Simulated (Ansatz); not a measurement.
Theory: Ansatz 0.2.0, DFT PBE, scalar-relativistic, plane waves, PAW. All cells share a 420 eV cutoff and Γ-centred k meshes spaced at most about 0.3 Å⁻¹ (about 0.25 or finer for metals, 2π included). No spin polarisation in the final relaxations.

These are static total energies at zero pressure. All come from trial cells, and lower structures may exist.

Problem. Order these relaxed structures of Si₃C₂ by energy, lowest first, with the energy over the lowest of them.
1.

```
CELL_PARAMETERS angstrom
3.11438 0.00000 0.00000
-1.55719 2.69713 0.00000
0.00000 0.00000 15.92969
ATOMIC_POSITIONS crystal
Si 0.33333 0.66667 0.25000
Si 0.33333 0.66667 0.58920
Si 0.33333 0.66667 0.91080
Si 0.66667 0.33333 0.08920
Si 0.66667 0.33333 0.41080
Si 0.66667 0.33333 0.75000
C 0.33333 0.66667 0.08876
C 0.33333 0.66667 0.41124
C 0.66667 0.33333 0.58876
C 0.66667 0.33333 0.91124
```

2.

```
CELL_PARAMETERS angstrom
2.99450 0.00000 0.00000
-1.49725 2.59332 0.00000
0.00000 0.00000 15.18181
ATOMIC_POSITIONS crystal
Si 0.33333 0.66667 0.28867
Si 0.33333 0.66667 0.71133
Si 0.66667 0.33333 0.11939
Si 0.66667 0.33333 0.41858
Si 0.66667 0.33333 0.58142
Si 0.66667 0.33333 0.88061
C 0.33333 0.66667 0.83515
C 0.33333 0.66667 0.16485
C 0.33333 0.66667 0.50000
C 0.66667 0.33333 0.00000
```

3.

```
CELL_PARAMETERS angstrom
2.90956 0.00000 0.00000
-1.45478 2.51975 0.00000
0.00000 0.00000 14.46925
ATOMIC_POSITIONS crystal
Si 0.33333 0.66667 0.41618
Si 0.33333 0.66667 0.58382
Si 0.66667 0.33333 0.91486
Si 0.66667 0.33333 0.08514
Si 0.66667 0.33333 0.25894
Si 0.66667 0.33333 0.74106
C 0.33333 0.66667 0.80173
C 0.33333 0.66667 0.00000
C 0.33333 0.66667 0.19827
C 0.66667 0.33333 0.50000
```

4.

```
CELL_PARAMETERS angstrom
1.47649 0.85245 6.58738
-1.47649 0.85245 6.58738
0.00000 -1.70490 6.58738
ATOMIC_POSITIONS crystal
Si 0.28427 0.28427 0.28427
Si 0.50000 0.50000 0.50000
Si 0.71573 0.71573 0.71573
C 0.89654 0.89654 0.89654
C 0.10346 0.10346 0.10346
```

Solution. 1 (0 meV/atom), 4 (59 meV/atom), 2 (155 meV/atom), 3 (260 meV/atom). Forms: 1 P6_3/mmc; 4 anti-tetradymite type, R-3m; 2 P-6m2; 3 P-6m2. Counting C atoms around Si (those within 1.25 times the shortest such distance or 1.15 times the sum of covalent radii; a plus sign parts nearer from farther groups; the shortest distance is added where it exceeds 1.18 times the sum of covalent radii; a slash parts the counts of unlike sites): cell 1 has Si 2 from 2.6 Å/3; cell 4 has Si 3/6; cell 2 has Si 1/3/4; cell 3 has Si 3/3+3. Cell 2 holds Si–Si pairs (shortest 2.47 Å); cell 3 holds Si–Si units of three or more atoms (shortest 2.43 Å) (bonds between like non-metal atoms; other contacts aren't counted). Even the lowest lies +0.50 eV/atom against the elements.

No dispersion correction is applied, so the spacing and binding between layers, chains or molecules are poorly described (P6_3/mmc, P-6m2 at 10.6 Å³/atom), and this can change margins and order among such cells. Cells relaxed within their symmetry can be saddle points. Some structure types and database cells were kept out of the candidates from the start, so a known form may be missing.
